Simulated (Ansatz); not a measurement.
A plane-wave DFT run in Ansatz 0.2.0 (scalar-relativistic PAW potentials unless the input names others): input and command.

```yaml
crystal:
  lattice:
    - [0.0, 2.8222405963, 2.8222405963]
    - [2.8222405963, 0.0, 2.8222405963]
    - [2.8222405963, 2.8222405963, 0.0]
  atoms:
    - { symbol: Mn, position: [0.0, 0.0, 0.0], spin: 4.63 }
    - { symbol: S, position: [0.25, 0.25, 0.25], spin: 0.14 }
basis:
  ecutwfc: 420
kpoints:
  mp_grid: { grid: [14, 14, 14] }
hamiltonian:
  xc: pbesol
scf:
  occupations: { method: gaussian, width: 0.1 }
  mixing: { algorithm: broyden, beta: 1.5, ndim: 1, preconditioner: none }
  max_iter: 75
output:
  forces: true
  eigenvalues: true
  stress: true
magnetization:
  spin_polarized: true
```

```bash
ansatz run input.yaml --threads 1 --pin off --max-ram 2560MiB --backend cpu --events-out ev --progress --plain --runs-dir out
```

Task: What will the program do with this input?

Result: The program refuses it, because of mixing far too strong (scf.mixing: not typed → {"algorithm": "broyden", "beta": 1.5, "ndim": 1, "preconditioner": "none"}). Without that key it is accepted.

Abridged log:
```
Error: invalid value for `scf.mixing.beta`: must be finite and in (0, 1]; got 1.5
```